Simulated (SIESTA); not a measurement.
Write the native input for SIESTA 5.4.2 that does the following.

```yaml
Task: single point
Functional: RPBE
Potentials_or_basis: PseudoDojo 0.4 standard (PBE files)
Basis: DZP (energy shift 0.003 Ry; two zetas on semicore shells)
Grid_cutoff: 800 Ry
Energy_shift: 0.003 Ry
k_mesh: 12 × 12 × 1
Occupations: fermi-dirac, width 0.05 eV
Spin: no spin polarisation
dipole_correction: yes
```

Slab: Cu, a slab with vacuum.

```
Cu
1.0
     2.53410    0.00000    0.00000
    -1.26705    2.19459    0.00000
     0.00000    0.00000   23.22514
Cu
5
Direct
  0.33333 0.66667 0.32293
  0.66667 0.33333 0.41146
  0.33333 0.66667 0.50000
  0.66667 0.33333 0.58854
  0.33333 0.66667 0.67707
```

The slab is cut from a database's or a generator's crystal, which needn't be the stable form of the element.

The input as run:

Cu.fdf

```
SystemName                      Cu
SystemLabel                     Cu
NumberOfSpecies                 1
NumberOfAtoms                   5
%block ChemicalSpeciesLabel
  1  29 Cu
%endblock ChemicalSpeciesLabel

LatticeConstant                 1.0 Ang
%block LatticeVectors
     2.5340966698     0.0000000000     0.0000000000
    -1.2670483349     2.1945920917     0.0000000000
     0.0000000000     0.0000000000    23.2251420000
%endblock LatticeVectors
AtomicCoordinatesFormat         Fractional
%block AtomicCoordinatesAndAtomicSpecies
     0.3333333300     0.6666666600     0.3229259050  1  Cu
     0.6666666700     0.3333333400     0.4114629525  1  Cu
     0.3333333300     0.6666666600     0.5000000000  1  Cu
     0.6666666700     0.3333333400     0.5885370475  1  Cu
     0.3333333300     0.6666666600     0.6770740950  1  Cu
%endblock AtomicCoordinatesAndAtomicSpecies

%block kgrid.MonkhorstPack
   12   0   0  0.0
    0  12   0  0.0
    0   0   1  0.0
%endblock kgrid.MonkhorstPack
XC.Functional                   GGA
XC.Authors                      RPBE
PAO.BasisSize                   DZP
PAO.EnergyShift                 0.003 Ry
Mesh.Cutoff                     800 Ry
OccupationFunction              FD
ElectronicTemperature           0.05 eV
Slab.DipoleCorrection           vacuum
MaxSCFIterations                120
SCF.MustConverge                false
SCF.Mixer.Method                Pulay
SCF.Mixer.Weight                0.25
SCF.Mixer.History               8
SCF.DM.Tolerance                5.0e-05
SCF.H.Tolerance                 1.0e-03 eV
WriteForces                     true
Charge.Mulliken                 end
%block PAO.Basis
  Cu 5
  n=3 0 2
    2.369 0.000
  n=4 0 2
    7.370 0.000
  n=3 1 2
    2.657 0.000
  n=4 1 1
    7.370
  n=3 2 2
    4.898 0.000
%endblock PAO.Basis
```

Potentials or basis: PseudoDojo 0.4 standard (PBE files), DZP (energy shift 0.003 Ry; two zetas on semicore shells).

Command:

```sh
$ siesta Cu.fdf > Cu.out 2>&1
```

Results of the run:

- Largest force: 0.440 eV/Å
- Band gap on the k mesh: none (metal or under the smearing width)

Caveat: the potentials were made for another functional, which shifts forces and pressure; the basis of atomic orbitals isn't converged, which shifts pressures, moduli and gaps.

It took 82 s on 1 thread of Arm Neoverse V2, with other jobs on the host, peak memory 0.4 GiB.
